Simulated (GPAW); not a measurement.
Crystal: SiC.

```
CELL_PARAMETERS angstrom
3.07569 0.00000 0.00000
-1.53785 2.66363 0.00000
0.00000 0.00000 10.07065
ATOMIC_POSITIONS crystal
Si 0.00000 0.00000 0.18789
Si 0.00000 0.00000 0.68789
Si 0.33333 0.66667 0.43784
Si 0.66667 0.33333 0.93784
C 0.00000 0.00000 0.00046
C 0.00000 0.00000 0.50046
C 0.33333 0.66667 0.24980
C 0.66667 0.33333 0.74980
```

The cell is a database's computed one.

Program: GPAW 26.7.0. Alike in all runs: task band structure; no spin polarisation; cell as given; k mesh 6 × 6 × 2; smearing fermi-dirac 0.05 eV.

Q: Order these runs on this cell by their pressure, lowest first.
A. level PBE; potentials or basis SG15 ONCV 1.2, pw; cutoff (eV) 1100; band points 100
B. level M06-L; potentials or basis GPAW PAW data sets (gpaw-data 1.2.1), pw; cutoff (eV) 800; band points 100
C. level r4SCAN; potentials or basis GPAW PAW data sets (gpaw-data 1.2.1), pw; cutoff (eV) 800; band points 60

A: B (-2.8 GPa), C (1.8 GPa), A (4.1 GPa).

Caveats: the PAW data sets were made with another functional, which shifts forces and pressure a little (some runs).

Not every run made on this cell is shown here.
